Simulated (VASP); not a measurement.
**Au: single point with PBE**

Crystal: Au.

```
Au
1.0
     2.90000    0.00000    0.00000
    -1.45000    2.51147    0.00000
     0.00000    0.00000    4.88000
Au
2
Direct
  0.33333 0.66667 0.75000
  0.66667 0.33333 0.25000
```

This isn't the form of Au at room conditions, which is fcc.

```yaml
Program: VASP 6.6.1
Task: single point
Functional: PBE
Potentials_or_basis: VASP PAW PBE potentials, release 64 (Au)
Cutoff: 520 eV
k_mesh: 14 × 14 × 8
Occupations: fermi-dirac, width 0.15 eV
Spin: no spin polarisation
```

```
Pressure               : 1.7 GPa
Band gap on the k mesh : none (metal or under the smearing width)
```

Stress tensor (GPa, compression positive):
```
1.81 0.00 0.00
0.00 1.81 0.00
0.00 0.00 1.45
```

Levels at points of the mesh, in eV from the Fermi level:
| k point | band 7 | band 8 | band 9 | band 10 | band 11 | band 12 | band 13 | band 14 | band 15 | band 16 |
| --- | --- | --- | --- | --- | --- | --- | --- | --- | --- | --- |
| (0.00, 0.00, 0.00) | -4.08 | -3.42 | -3.42 | -2.15 | -2.15 | -0.95 | 2.46 | 14.63 | 15.65 | 16.73 |
| (0.50, 0.00, 0.00) | -3.51 | -1.94 | -1.85 | -1.68 | 0.38 | 1.50 | 5.64 | 7.07 | 7.15 | 10.26 |
| (0.00, 0.00, 0.50) | -4.40 | -4.40 | -2.58 | -2.58 | -2.58 | -2.58 | 10.32 | 10.32 | 14.91 | 14.91 |
| (0.50, 0.00, 0.50) | -2.35 | -2.35 | -1.75 | -1.75 | 0.56 | 0.56 | 3.77 | 3.77 | 13.02 | 13.02 |

It took 28 s on 1 thread of AMD EPYC 9R45 96-Core Processor (Zen 5), with other jobs on the host, peak memory 0.17 GiB.

Spin-orbit coupling is left out, which matters for the levels of Au.
